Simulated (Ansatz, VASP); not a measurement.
One calculation of SnSe2, two programs

Contents of INCAR:

```
SYSTEM = SnSe2
PREC     = Accurate       ! precision mode
ENCUT    = 520            ! plane-wave cutoff, eV
EDIFF    = 1E-7           ! SCF threshold, eV
ISMEAR   = -1             ! smearing method
SIGMA    = 0.05           ! smearing width, eV
LREAL    = .False.        ! projectors in reciprocal space
LASPH    = .True.         ! aspherical terms in the spheres
NELM     = 80             ! most SCF steps
ALGO     = Normal         ! electronic algorithm
ISIF     = 2              ! what is computed and relaxed
LWAVE    = .False.        ! write WAVECAR
LCHARG   = .False.        ! write CHGCAR
GGA      = PE             ! functional
NBANDS   = 20             ! bands
```

The input KPOINTS:

```
regular mesh
0
Gamma
  8 8 5
  0 0 0
```

POSCAR

```
SnSe2
1.0
    3.7594936861      0.0000000000      0.0000000000
   -1.8797468431      3.2558170375      0.0000000000
    0.0000000000      0.0000000000      6.0530709152
Sn Se
1 2
Direct
    0.0000000000      0.0000000000      0.0000000000
    0.6666666667      0.3333333333      0.7510000000
    0.3333333333      0.6666666667      0.2490000000
```

input.yaml

```yaml
crystal:
  lattice:
    - [3.7594936861, 0.0, 0.0]
    - [-1.8797468431, 3.2558170375, 0.0]
    - [0.0, 0.0, 6.0530709152]
  atoms:
    - { symbol: Sn, position: [0.0, 0.0, 0.0] }
    - { symbol: Se, position: [0.6666666667, 0.3333333333, 0.751] }
    - { symbol: Se, position: [0.3333333333, 0.6666666667, 0.249] }
hamiltonian:
  xc: pbe
  pseudopotentials: { kind: paw }
kpoints:
  mp_grid: { grid: [8, 8, 5] }
scf:
  occupations: { method: fermi_dirac, width: 0.05 }
output:
  forces: true
  stress: true
  eigenvalues: true
  write_density: true
  write_potential: true
  elf: true
  volumetric_format: npy
```

Change from the starting cell: volume scaled by 0.96.

Alike in both runs: task single point; functional PBE; k mesh 8 × 8 × 5; occupations fermi-dirac, width 0.05 eV; no spin polarisation.

|  | VASP | Ansatz |
| --- | --- | --- |
| version | VASP 6.6.1 | Ansatz 0.2.0 |
| potentials or method | VASP PAW PBE potentials, release 64 (Sn_d, Se) | Ansatz PAW |
| plane-wave cutoff (eV) | 520 | 420 |
| valence electrons in the cell | 26 | 46 |

|  | VASP | Ansatz | Ansatz less VASP |
| --- | --- | --- | --- |
| gap on the k mesh at the Fermi level (eV) | 0.86 | 0.86 | +0.007 |
| least direct gap on the mesh (eV) | 1.28 | 1.29 | +0.011 |
| pressure (GPa) | 9.3 | 9.2 | -0.11 |
| largest component of the traceless stress (GPa) | 0.92 | 0.91 | -0.004 |
| rms of the force components (eV/Å) | 0.587 | 0.578 | -0.0093 |

Atom by atom the forces differ by 0.009 eV/Å (rms over components). With one functional, cell and mesh, what is left measures potentials, basis and numerics. The two sets of potentials don't hold the same shells in valence.

Caveats: spin-orbit coupling is left out, which moves the levels of the heavy elements; this functional lacks dispersion, which binds the layers, so the pressure and a relaxed spacing across them are unreliable; forces of over 1 eV/Å show positions far from the minimum, so gaps and moduli don't describe the material at rest; an odd mesh through Γ misses points on the zone boundary, where band edges often lie (VASP); odd divisions of the mesh miss points on the zone boundary, where band edges often lie, so the gap on the mesh can be too wide (Ansatz).
